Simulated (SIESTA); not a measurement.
SnTe:

```xyz
2
Lattice="0.0000 3.6111 3.6111 3.6111 0.0000 3.6111 3.6111 3.6111 0.0000" Properties=species:S:1:pos:R:3 pbc="T T T"
Te    1.8056    1.8056    1.8056
Sn    0.0000    0.0000    0.0000
```

Measurements of this composition are mostly on another form, of space group No. 225.

Base run:

```yaml
Program: SIESTA 5.4.2
Functional: LDA
Potentials_or_basis: PseudoDojo 0.4 standard (LDA files)
Basis: DZP (energy shift 0.003 Ry; two zetas on semicore shells)
Grid_cutoff: 500 Ry
Energy_shift: 0.003 Ry
k_mesh: 7 × 7 × 7
Occupations: fermi-dirac, width 0.05 eV
Spin: no spin polarisation
```

Its results: pressure -1.7 GPa.

Question: The run is repeated on the same cell with these changes: functional from LDA to PBEsol; potentials or basis from PseudoDojo 0.4 standard (LDA files) to PseudoDojo 0.4 standard (PBEsol files). What comes out?

Answer: Pressure -0.9 GPa.

Caveats: the basis of atomic orbitals isn't converged, which shifts pressures, moduli and gaps.
